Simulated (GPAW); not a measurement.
# GaN (P6_3mc) in GPAW: settings compared

One crystal, GaN, is run at these levels: PBE, MS2, vdW-DF2, revTPSS; tasks: band structure.

Everything below comes from runs of GPAW 26.7.0. Logs are shortened: lines on timing, memory, paths and dates and some standing lists are left out, and cuts for length are marked. The log counts tension as positive stress, the text compression.

**The experiment to reproduce.**

“Studying electronic properties in GaN without electrical contacts using γ-γ vs e−-γ Perturbed Angular Correlations”, 2019, pmc:6823545 quotes, for a bulk crystal of GaN: band gap 3.503 ± 0.005 eV (direct).

The runs below are set against these values where they give the same quantity.

### 1 The structure

It takes space group P6_3mc (No. 186, hexagonal). Conventional cell: a = 3.180 Å, b = 3.180 Å, c = 5.166 Å, α = 90.00°, β = 90.00°, γ = 120.00°. Ga (site symmetry 3m) is surrounded by 4 N at 1.94 to 1.95 Å. Around N (site symmetry 3m) lie 4 Ga at 1.94 to 1.95 Å.

### 2 Band structure, PBE

run.py

```python
from ase import Atoms
from ase.dft.bandgap import bandgap
from ase.io import write
from gpaw import GPAW

atoms = Atoms(['Ga', 'Ga', 'N', 'N'],
              cell=[[3.18, 0.0, 0.0],
                    [-1.59, 2.753960784, 0.0],
                    [0.0, 0.0, 5.166]],
              scaled_positions=[[0.6666666667, 0.3333333333, 0.5],
                                [0.3333333333, 0.6666666667, 0.0],
                                [0.6666666667, 0.3333333333, 0.875],
                                [0.3333333333, 0.6666666667, 0.375]],
              pbc=True)

calc = GPAW(mode='lcao',
            h=0.2,
            basis='dzp',
            xc='PBE',
            kpts={'size': (7, 7, 4), 'gamma': True},
            occupations={'name': 'fermi-dirac', 'width': 0.05},
            convergence={'density': 1e-05, 'energy': 1e-05},
            maxiter=150,
            txt='gpaw.txt')
atoms.calc = calc
energy = atoms.get_potential_energy()
forces = atoms.get_forces()
calc.write('gs.gpw')
write('result.traj', atoms)
print(f'Energy: {energy:.6f} eV')
print('Forces (eV/A):')
print(forces.round(4))
print('Fermi level:', round(calc.get_fermi_level(), 4), 'eV')
print(f'Gap: {bandgap(calc)[0]:.4f} eV, direct: {bandgap(calc, direct=True)[0]:.4f} eV')

path = atoms.cell.bandpath('GMKGALHA,LM,KH', npoints=100, eps=1e-4)
bs_calc = calc.fixed_density(kpts=path, symmetry='off', txt='bands.txt')
bs = bs_calc.band_structure()
bs.write('bs.json')
print(f'Gap on the path: {bandgap(bs_calc)[0]:.4f} eV')
```

Potentials or basis: GPAW PAW data sets (gpaw-data 1.2.1), lcao:dzp.

Command:

```console
$ OMP_NUM_THREADS=1 python run.py
```

gpaw.txt:

```text
__  _  _
 | _ |_)|_||  |
 |__||  | ||/\| - 26.7.0

Input parameters:
  mode=LCAO(),
  basis={'default': 'dzp'},
  convergence={'density': 1e-05, 'energy': 1e-05},
  h=0.2,
  kpts=MonkhorstPack(size=(7, 7, 4), gamma=True),
  maxiter=150,
  occupations=Occupations(name='fermi-dirac', width=0.05),
  xc=XC(name='PBE')

           N

           Ga
        N

        Ga

Atoms  # Å, Bohr magnetons
|   | symbol |         x |        y |        z |    initial magnetic moments |
|---|--------|-----------|----------|----------|-----------------------------|
| 0 |     Ga |  1.590000 | 0.917987 | 2.583000 | ( 0.0000,  0.0000,  0.0000) |
| 1 |     Ga | -0.000000 | 1.835974 | 0.000000 | ( 0.0000,  0.0000,  0.0000) |
| 2 |      N |  1.590000 | 0.917987 | 4.520250 | ( 0.0000,  0.0000,  0.0000) |
| 3 |      N | -0.000000 | 1.835974 | 1.937250 | ( 0.0000,  0.0000,  0.0000) |

Unit cell  # Å
| periodic |         x |        y |        z |  lengths |     angles |
|----------|-----------|----------|----------|----------|------------|
|      yes |  3.180000 | 0.000000 | 0.000000 | 3.180000 |  90.000000 |
|      yes | -1.590000 | 2.753961 | 0.000000 | 3.180000 |  90.000000 |
|      yes |  0.000000 | 0.000000 | 5.166000 | 5.166000 | 120.000000 |

Number of symmetries: 6
Symmetry operations  # r_c * U_cc + t_c -> r_c
|   | kind |            matrix            |
|---|------|------------------------------|
| 0 |  σ   |  1, 1, 0,  0,-1, 0,  0, 0, 1 |
| 1 |  E   |  1, 0, 0,  0, 1, 0,  0, 0, 1 |
| 2 |  C3  |  0, 1, 0, -1,-1, 0,  0, 0, 1 |
| 3 |  σ   |  0,-1, 0, -1, 0, 0,  0, 0, 1 |
| 4 |  σ   | -1, 0, 0,  1, 1, 0,  0, 0, 1 |
| 5 |  C3  | -1,-1, 0,  1, 0, 0,  0, 0, 1 |

BZ-sampling:
  Number of BZ points: 196
  Number of IBZ points: 28

  Monkhorst-Pack size: [7, 7, 4]
  Monkhorst-Pack shift: [0.0, 0.0, 0.125]

K-points  # in reciprocal-cell coordinates
|     |                                coordinates |     weight |
|-----|--------------------------------------------|------------|
|   0 | (  0.00000000,   0.00000000,   0.00000000) | 0.00510204 |
|   1 | (  0.00000000,   0.00000000,   0.25000000) | 0.01020408 |
|   2 | (  0.00000000,   0.00000000,   0.50000000) | 0.00510204 |
|   3 | (  0.14285714,   0.00000000,  -0.25000000) | 0.03061224 |
|   4 | (  0.14285714,   0.00000000,   0.00000000) | 0.03061224 |
|   5 | (  0.14285714,   0.00000000,   0.25000000) | 0.03061224 |
|   6 | (  0.14285714,   0.00000000,   0.50000000) | 0.03061224 |
|   7 | (  0.28571429,  -0.14285714,   0.00000000) | 0.03061224 |
|   8 | (  0.28571429,  -0.14285714,   0.25000000) | 0.06122449 |
|   9 | (  0.28571429,  -0.14285714,   0.50000000) | 0.03061224 |
| ... |                                            |            |
|  27 | (  0.42857143,   0.42857143,   0.50000000) | 0.03061224 |

basis functions: 52
Spin-components: 1 (collinear spins)
Bands:           14
Projectors:      20
Spin-degeneracy: 2
Datatype:        <class 'complex'>

Parallelization:
  kpt:    1
  domain: 1
  band:   1

Density:
  Valence electrons: 16.0
  Components: 1
  Grid points: [12 12 24]
  Charge: 0.0  # |e|

Potential:
  Grid points: [12 12 24]

species:
  Ga:
    name:    Gallium
[... 194 lines left out ...]

    LCAO basis set for Ga:
      Name: dzp
      File: <dir>
      Number of radial functions: 5
      Number of spherical harmonics: 13
        l=0, rc=7.2656 Bohr: 4s-sz confined orbital
        l=1, rc=10.3438 Bohr: 4p-sz confined orbital
        l=0, rc=4.1406 Bohr: 4s-dz split-valence wave
        l=1, rc=6.0938 Bohr: 4p-dz split-valence wave
        l=2, rc=10.3438 Bohr: d-type Gaussian polarization
      Number of RI-basis functions 0

  N:
    name:    Nitrogen
    Z:       7.0
    valence: 5
    core:    2
    charge:  0.0  # [|e|]
    compensation charges:
      type: gauss
      rc: 0.18  # [Å]
      lmax: 2
    cutoffs:
      filter: 1.11  # [Å]
      core: 0.96  # [Å]
    projectors
    | kind |    occ | energy [eV] | rcut [Å] |
    |------|--------|-------------|----------|
    |   2s |  2.000 |     -18.583 |    0.603 |
    |   2p |  3.000 |      -7.089 |    0.529 |
    |    s |        |       8.629 |    0.603 |
    |    p |        |      20.123 |    0.529 |
    |    d |        |       0.000 |    0.577 |

    LCAO basis set for N:
      Name: dzp
      File: <dir>
      Number of radial functions: 5
      Number of spherical harmonics: 13
        l=0, rc=4.8594 Bohr: 2s-sz confined orbital
        l=1, rc=6.0625 Bohr: 2p-sz confined orbital
        l=0, rc=2.6094 Bohr: 2s-dz split-valence wave
        l=1, rc=3.2656 Bohr: 2p-dz split-valence wave
        l=2, rc=6.0625 Bohr: d-type Gaussian polarization
      Number of RI-basis functions 0

Reference energy: -108732.786066  # eV

eigensolver:
  <gpaw.new.lcao.eigensolver.LCAOEigensolver object>
density mixing:
  MSR1-Mixer
  Pratt-step length: 0.05
  Maximum mixing coefficient: 0.75
  Old densities: 10
  SVD Regularization: 0.005
  Good broyden scale: 1.0
  Trust region scale: 1.0
  Backstep threshold: 4.0
  History deletion threshold: 6.0
  Fourier metric: weight=20.0, sigma=0.015

occupation numbers:
  Fermi-Dirac:
    width: 0.0500  # eV

FastPoissonSolver using
    Stencil: 8*3+1=25 point O(h^6) finite-difference Laplacian
    FFT axes: [np.int64(0), np.int64(1), np.int64(2)]
    FST axes: []

xc functional:
  name: PBE with 2 nearest neighbor stencil
interpolation: tri-quintic # 5. degree polynomial

convergence criteria:
- Maximum integral of absolute [dens]ity change: 1e-05 electrons / valence electron
- Maximum [total energy] change in last 3 cyles: 1e-05 eV / valence electron
- Maximum integral of absolute [eigenst]ate change: 4e-08 eV^2 / valence electron
maximum number of iterations: 150

SCF iterations
|iter     | |      energy | eigst |  dens |
|---------|-|-------------|-------|-------|
|iter:   1| |  -23.994578 |      c|       |
|iter:   2| |  -23.303439 |      c| -0.63 |
|iter:   3| |  -21.430930 |      c| -0.69 |
|iter:   4| |  -21.426911 |      c| -1.38 |
|iter:   5| |  -21.426177 |      c| -1.65 |
|iter:   6| |  -21.426169 |      c| -3.43 |
|iter:   7| |  -21.426167c|      c| -3.83 |
|iter:   8| |  -21.426167c|      c| -4.81 |
|iter:   9| |  -21.426167c|      c| -5.36c|

Converged in 9 steps
Energy contributions relative to reference atoms: (reference = -108732.786066)

Energy contributions:
  Kinetic:         101.159620
  Coulomb:         -89.158091
  Zero:              1.805024
  External:          0.000000
  Xc:              -35.232719
  Entropy:          -0.000000
  Spinorbit:         0.000000
  ----------------------------
  Free energy:     -21.426167
  Extrapolated:    -21.426167

dipole moment: (-0.000005, 0.000003, -11.452995)  # |e|*Ang

Fermi level: 7.669
Eigenvalues  # (at kpt = [0.000, 0.000, 0.000])
| band index |      eig [eV] | occ [0-2] |
|------------|---------------|-----------|
|          0 |        -9.455 |     2.000 |
|          1 |        -7.007 |     2.000 |
|          2 |        -0.524 |     2.000 |
|          3 |         5.595 |     2.000 |
|          4 |         5.604 |     2.000 |
|          5 |         6.678 |     2.000 |
|          6 |         6.697 |     2.000 |
|          7 |         6.705 |     2.000 |
|          8 |         8.728 |     0.000 |
|          9 |        11.073 |     0.000 |
|         10 |        16.275 |     0.000 |
|         11 |        16.673 |     0.000 |
|         12 |        16.677 |     0.000 |
|         13 |        17.686 |     0.000 |

Gap: 2.023 eV
Transition (v -> c):
  (s=0, k=0, n=7, [0.00, 0.00, 0.00]) -> (s=0, k=0, n=8, [0.00, 0.00, 0.00])
No difference between direct/indirect transitions

Forces  # eV/Ang
|        x |        y |        z |
|----------|----------|----------|
|  0.00000 |  0.00000 | -0.17443 |  # Ga   0
| -0.00000 |  0.00000 | -0.17450 |  # Ga   1
|  0.00000 |  0.00000 |  0.17689 |  # N    2
| -0.00000 | -0.00000 |  0.17695 |  # N    3

# Writing to gs.gpw (mode='')
```

stdout:

```text
Energy: -21.426167 eV
Forces (eV/A):
[[ 0.      0.     -0.1744]
 [-0.      0.     -0.1745]
 [ 0.      0.      0.1769]
 [-0.     -0.      0.1769]]
Fermi level: 7.6692 eV
Gap: 2.0233 eV, direct: 2.0233 eV
Gap on the path: 2.0233 eV
```

Wall time 2.1 min (1 thread of Intel Xeon Platinum 8488C (Sapphire Rapids), shared host); peak memory 0.22 GiB.

Results:

- Free energy: -21.4262 eV
- Largest force: 0.177 eV/Å
- Band gap on the k mesh: 2.02 eV, direct
- Band gap along the path: 2.02 eV, direct

Forces on the atoms (eV/Å):
```
Ga   0.000  0.000 -0.174
Ga   0.000  0.000 -0.174
N    0.000  0.000  0.177
N    0.000  0.000  0.177
```

Levels at the corners of the path, in eV from the valence-band top:
```
point  band 6  band 7  band 8  band 9  band 10  band 11
    Γ   -0.03   -0.01    0.00    2.02     4.37     9.57
    M   -2.85   -2.34   -1.03    5.22     5.70     6.23
    K   -3.13   -3.13   -2.81    5.50     8.15     8.15
    Γ   -0.03   -0.01    0.00    2.02     4.37     9.57
    A   -0.58   -0.57   -0.57    4.36     4.36     8.88
    L   -2.03   -1.98   -1.98    4.48     4.48     8.06
    H   -4.36   -1.55   -1.55    6.58     6.58     7.50
    A   -0.58   -0.57   -0.57    4.36     4.36     8.88
    L   -2.03   -1.98   -1.98    4.48     4.48     8.06
    M   -2.85   -2.34   -1.03    5.22     5.70     6.23
    K   -3.13   -3.13   -2.81    5.50     8.15     8.15
    H   -4.36   -1.55   -1.55    6.58     6.58     7.50
```

Caveat: the real-space grid adds noise to forces; the basis of atomic orbitals isn't converged, which shifts pressures, moduli and gaps.

### 3 Band structure, MS2, spin-orbit coupling, no magnetisation

run.py

```python
import numpy as np
from ase.dft.bandgap import bandgap
from ase.io import write
from ase.spacegroup import crystal
from ase.units import GPa
from gpaw import GPAW, PW
from gpaw.spinorbit import soc_eigenstates

# Ga 2b
# N 2b
atoms = crystal(['Ga', 'N'],
                basis=[[0.6666666667, 0.3333333333, 0.5],
                       [0.6666666667, 0.3333333333, 0.875]],
                spacegroup=186, setting=1,  # P6_3mc
                cellpar=[3.18, 3.18, 5.166, 90.0, 90.0, 120.0],
                primitive_cell=True)

calc = GPAW(mode=PW(800),
            xc='MGGA_X_MS2+GGA_C_REGTPSS',
            kpts={'size': (7, 7, 4), 'gamma': True},
            occupations={'name': 'fermi-dirac', 'width': 0.05},
            nbands=18,
            convergence={'density': 1e-05, 'energy': 1e-05},
            maxiter=150,
            txt='gpaw.txt')
atoms.calc = calc
energy = atoms.get_potential_energy()
forces = atoms.get_forces()
stress = atoms.get_stress()
calc.write('gs.gpw')
write('result.traj', atoms)
print(f'Energy: {energy:.6f} eV')
print('Forces (eV/A):')
print(forces.round(4))
print('Stress (GPa):', (stress / GPa).round(3))
print('Fermi level:', round(calc.get_fermi_level(), 4), 'eV')
print(f'Gap: {bandgap(calc)[0]:.4f} eV, direct: {bandgap(calc, direct=True)[0]:.4f} eV')

path = atoms.cell.bandpath('GMKGALHA,LM,KH', npoints=100, eps=1e-4)
bs_calc = calc.fixed_density(kpts=path, symmetry='off', nbands=29,
                             convergence={'bands': 'CBM+6.0', 'eigenstates': 1e-6}, txt='bands.txt')
bs = bs_calc.band_structure()
bs.write('bs.json')
print(f'Gap on the path: {bandgap(bs_calc)[0]:.4f} eV')

soc = soc_eigenstates(bs_calc, theta=0, phi=0, ignore_xc_potential=True)
np.savetxt('soc_bands.dat', soc.eigenvalues(), fmt='%.4f')
mesh = soc_eigenstates('gs.gpw', theta=0, phi=0, ignore_xc_potential=True)
np.savetxt('soc_mesh.dat', mesh.eigenvalues(), fmt='%.4f')
print('Fermi level with spin-orbit coupling:', round(mesh.fermi_level, 4), 'eV')
```

Potentials or basis: GPAW PAW data sets (gpaw-data 1.2.1), pw.

Command:

```console
$ OMP_NUM_THREADS=1 python run.py
```

Wall time 2 min (1 thread of Intel Xeon 6975P-C (Granite Rapids), shared host); peak memory 0.45 GiB.

The run converged. Its results:

- Free energy: -29.9246 eV
- Pressure: 9.9 GPa
- Largest force: 0.205 eV/Å
- Band gap on the k mesh: 2.08 eV, direct
- Band gap along the path: 2.08 eV, direct

Forces on the atoms (eV/Å):
```
Ga   0.000  0.000 -0.185
Ga   0.000  0.000 -0.190
N    0.000  0.000  0.205
N    0.000  0.000  0.168
```

Stress tensor (GPa, compression positive):
```
 9.16  0.00  0.00
 0.00  9.16  0.00
 0.00  0.00 11.29
```

Levels at the corners of the path, in eV from the valence-band top:
```
point  band 14  band 15  band 16  band 17  band 18  band 19
    Γ    -0.01     0.00     0.00     2.08     2.08     4.63
    M    -2.32    -1.00    -1.00     5.34     5.34     5.93
    K    -3.07    -2.80    -2.80     5.32     5.32     8.42
    Γ    -0.01     0.00     0.00     2.08     2.08     4.63
    A    -0.55    -0.55    -0.55     4.57     4.57     4.57
    L    -1.95    -1.95    -1.95     4.65     4.65     4.65
    H    -1.51    -1.51    -1.51     6.85     6.85     6.88
    A    -0.55    -0.55    -0.55     4.57     4.57     4.57
    L    -1.95    -1.95    -1.95     4.65     4.65     4.65
    M    -2.32    -1.00    -1.00     5.34     5.34     5.93
    K    -3.07    -2.80    -2.80     5.32     5.32     8.42
    H    -1.51    -1.51    -1.51     6.85     6.85     6.88
```

Caveat: spin-orbit coupling was added after a scalar SCF, so levels and gaps hold it while energy, forces, pressure and moments don't; this program's spin-orbit splittings come out too wide for heavy elements; the PAW data sets were made with another functional, which shifts forces and pressure a little.

### 4 Band structure, vdW-DF2, spin-orbit coupling, no magnetisation

run.py

```python
import numpy as np
from ase.dft.bandgap import bandgap
from ase.io import read, write
from gpaw import GPAW, PW
from gpaw.spinorbit import soc_eigenstates

atoms = read('POSCAR')

calc = GPAW(mode=PW(800),
            xc={'name': 'vdW-DF2', 'backend': 'libvdwxc'},
            kpts={'size': (7, 7, 4), 'gamma': True},
            occupations={'name': 'fermi-dirac', 'width': 0.05},
            nbands=18,
            convergence={'density': 1e-05, 'energy': 1e-05},
            maxiter=150,
            txt='gpaw.txt')
atoms.calc = calc
energy = atoms.get_potential_energy()
forces = atoms.get_forces()
calc.write('gs.gpw')
write('result.traj', atoms)
print(f'Energy: {energy:.6f} eV')
print('Forces (eV/A):')
print(forces.round(4))
print('Fermi level:', round(calc.get_fermi_level(), 4), 'eV')
print(f'Gap: {bandgap(calc)[0]:.4f} eV, direct: {bandgap(calc, direct=True)[0]:.4f} eV')

path = atoms.cell.bandpath('GMKGALHA,LM,KH', npoints=100, eps=1e-4)
bs_calc = calc.fixed_density(kpts=path, symmetry='off', nbands=29,
                             convergence={'bands': 'CBM+6.0', 'eigenstates': 1e-6}, txt='bands.txt')
bs = bs_calc.band_structure()
bs.write('bs.json')
print(f'Gap on the path: {bandgap(bs_calc)[0]:.4f} eV')

soc = soc_eigenstates(bs_calc, theta=0, phi=0)
np.savetxt('soc_bands.dat', soc.eigenvalues(), fmt='%.4f')
mesh = soc_eigenstates('gs.gpw', theta=0, phi=0)
np.savetxt('soc_mesh.dat', mesh.eigenvalues(), fmt='%.4f')
print('Fermi level with spin-orbit coupling:', round(mesh.fermi_level, 4), 'eV')
```

POSCAR

```
GaN
1.0
    3.1800000000      0.0000000000      0.0000000000
   -1.5900000000      2.7539607840      0.0000000000
    0.0000000000      0.0000000000      5.1660000000
Ga N
2 2
Direct
    0.6666666667      0.3333333333      0.5000000000
    0.3333333333      0.6666666667      0.0000000000
    0.6666666667      0.3333333333      0.8750000000
    0.3333333333      0.6666666667      0.3750000000
```

Command:

```console
$ OMP_NUM_THREADS=1 python run.py
```

It took 39 s on 1 thread of Intel Xeon 6975P-C (Granite Rapids), shared host; peak memory 0.42 GiB.

The run converged. Its results:

```
Free energy             : -173.3501 eV
Largest force           : 0.167 eV/Å
Band gap on the k mesh  : 2.22 eV, direct
Band gap along the path : 2.22 eV, direct
```

Forces on the atoms (eV/Å):
```
Ga   0.000  0.000 -0.167
Ga   0.000  0.000 -0.167
N    0.000  0.000  0.166
N    0.000  0.000  0.163
```

Levels at the corners of the path, in eV from the valence-band top:
| point | band 12 | band 13 | band 14 | band 15 | band 16 | band 17 | band 18 | band 19 | band 20 | band 21 |
| --- | --- | --- | --- | --- | --- | --- | --- | --- | --- | --- |
| Γ | -0.07 | -0.01 | -0.01 | 0.00 | 0.00 | 2.22 | 2.22 | 4.50 | 4.50 | 9.45 |
| M | -2.66 | -2.18 | -2.18 | -0.96 | -0.96 | 5.35 | 5.35 | 5.83 | 5.83 | 6.31 |
| K | -2.93 | -2.93 | -2.91 | -2.65 | -2.65 | 5.48 | 5.48 | 7.91 | 7.91 | 7.92 |
| Γ | -0.07 | -0.01 | -0.01 | 0.00 | 0.00 | 2.22 | 2.22 | 4.50 | 4.50 | 9.45 |
| A | -0.55 | -0.52 | -0.52 | -0.52 | -0.52 | 4.49 | 4.49 | 4.49 | 4.49 | 8.77 |
| L | -1.90 | -1.86 | -1.86 | -1.86 | -1.86 | 4.71 | 4.71 | 4.71 | 4.71 | 8.00 |
| H | -4.08 | -1.45 | -1.45 | -1.44 | -1.44 | 6.71 | 6.71 | 6.74 | 6.74 | 7.59 |
| A | -0.55 | -0.52 | -0.52 | -0.52 | -0.52 | 4.49 | 4.49 | 4.49 | 4.49 | 8.77 |
| L | -1.90 | -1.86 | -1.86 | -1.86 | -1.86 | 4.71 | 4.71 | 4.71 | 4.71 | 8.00 |
| M | -2.66 | -2.18 | -2.18 | -0.96 | -0.96 | 5.35 | 5.35 | 5.83 | 5.83 | 6.31 |
| K | -2.93 | -2.93 | -2.91 | -2.65 | -2.65 | 5.48 | 5.48 | 7.91 | 7.91 | 7.92 |
| H | -4.08 | -1.45 | -1.45 | -1.44 | -1.44 | 6.71 | 6.71 | 6.74 | 6.74 | 7.59 |

Caveat: spin-orbit coupling was added after a scalar SCF, so levels and gaps hold it while energy, forces, pressure and moments don't; this program's spin-orbit splittings come out too wide for heavy elements; the PAW data sets were made with another functional, which shifts forces and pressure a little.

[end of part 1 of 2]
